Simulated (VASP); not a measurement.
# CdSe: self-consistent run, by functional and exact exchange

CdSe, F-43m (no. 216), 2 atoms in the cell.

| Functional | Exact exchange | Pressure (GPa) | Gap on the mesh (eV) | Time (s) |
|---|---|---|---|---|
| B97 | 0.1943 | 2.05 | 1.921 | 291 |
| B3PW91 | 0.2 | 0.57 | 1.824 | 186 |
| B97-1 | 0.21 | 1.77 | 1.985 | 239 |
| X3LYP | 0.218 | 2.31 | 1.868 | 192 |
| PBE0 (PBEH) | 0.25 | 0.07 | 2.184 | 211 |
| B97-3 | 0.2693 | 2.49 | 2.594 | 232 |
| HSE12s | 0.425 | 0.07 | 1.491 | 199 |
| mPW1K | 0.428 | -0.83 | 3.420 | 244 |

Limits: the k mesh is coarse, so the gap and the pressure can be far off.

## Input of the first row

INCAR.step1:
```
SYSTEM = CdSe
PREC = Accurate
ENCUT = 450
EDIFF = 1E-5
ISMEAR = 0
SIGMA = 0.02
LREAL = .False.
LASPH = .True.
ALGO = Normal
NELM = 100
ISIF = 2
LWAVE = .True.
LCHARG = .False.
GGA = PE
```

INCAR.step2:
```
SYSTEM = CdSe
PREC = Accurate
ENCUT = 450
EDIFF = 1E-6
ISMEAR = 0
SIGMA = 0.02
LREAL = .False.
LASPH = .True.
ALGO = Normal
NELM = 100
ISIF = 2
LWAVE = .False.
LCHARG = .False.
ISTART = 1
LHFCALC = .True.
AEXX = 0.1943
PRECFOCK = Fast
GGA = LIBXC
LIBXC1 = HYB_GGA_XC_B97
```

KPOINTS:
```
k-points
0
Gamma
  4 4 4
```

POSCAR:
```
CdSe
1.0
    0.0000000000      3.0702711986      3.0702711986
    3.0702711986      0.0000000000      3.0702711986
    3.0702711986      3.0702711986      0.0000000000
Cd Se
1 1
Direct
    0.0000000000      0.0000000000      0.0000000000
    0.2500000000      0.2500000000      0.2500000000
```

Commands (each step's output is kept before the next begins):
```
cat potpaw_PBE.64/Cd/POTCAR potpaw_PBE.64/Se/POTCAR > POTCAR
cp INCAR.step1 INCAR
mpirun -np 1 vasp_std > vasp.out
cp INCAR.step2 INCAR
mpirun -np 1 vasp_std > vasp.out
```

Changes of the last row against the first:
```
(step 2)
- AEXX = 0.1943
- LIBXC1 = HYB_GGA_XC_B97
+ AEXX = 0.428
+ LIBXC1 = HYB_GGA_XC_MPW1K
```

VASP 6.6.1 took 291 s on 1 core (Intel Xeon Platinum 8375C @ 2.90GHz (Ice Lake)), a shared host.
